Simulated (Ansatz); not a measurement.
A generator proposed this cell of Ga2O3.

```cif
data_structure
_symmetry_space_group_name_H-M 'P-3m1'
_symmetry_Int_Tables_number 164
_cell_length_a 2.9126
_cell_length_b 2.9126
_cell_length_c 7.1674
_cell_angle_alpha 90.000
_cell_angle_beta 90.000
_cell_angle_gamma 120.000
_cell_volume 52.66
loop_
_atom_site_label
_atom_site_type_symbol
_atom_site_symmetry_multiplicity
_atom_site_Wyckoff_symbol
_atom_site_fract_x
_atom_site_fract_y
_atom_site_fract_z
_atom_site_occupancy
Ga1 Ga 2 d 0.33333 0.66667 0.83262 1
O1 O 2 d 0.66667 0.33333 0.66524 1
O2 O 1 a 0.00000 0.00000 0.00000 1
```

The calculation used DFT PBE+D3(BJ), scalar-relativistic, plane waves, PAW (Ansatz 0.2.0). Cutoff 420 eV; k points 6×6×4 on the computed 5-atom cell (Γ-centred); Gaussian smearing, width 0.10 eV; no spin polarisation.

The zero of energy is the elements' standard structures at the same level (O₂ as a molecule); no fitted shifts are applied.

Question: Estimate its pressure, forces and energy as it stands.

Answer: The pressure is 3.5 GPa (the mean over three directions, positive in compression), the largest force is 8.26 eV/Å, and the energy is −1.13 eV/atom against the elements. The shortest distance is 2.07 Å.

Question: Is it a good guess?

Answer: A rough one: relaxing gains about 0.61 eV/atom in 13 ionic steps and ends at −1.739 eV/atom on the finer mesh. The symmetry stays P-3m1 (No. 164). The volume per atom grows by 1.8 %, from 10.5 to 10.7 Å³. The shortest distance goes from 2.07 Å (Ga–O) to 1.89 Å (Ga–O). Conventional cell: a = 3.016 Å, c = 6.804 Å. Around Ga lie 3 O at 1.89 Å and 3 O at 2.24 Å; O on a site of symmetry 3m has 3 Ga at 1.89 Å; O on a site of symmetry -3m has 6 Ga at 2.24 Å.

The last run used a 12×12×4 mesh (in the run's order of axes) for its 5-atom cell and Gaussian smearing of 0.02 eV. The relaxation can't lower the symmetry of the start, and the grade says only how near the guess is to its own end. A structure relaxed within its symmetry needn't be a true minimum.
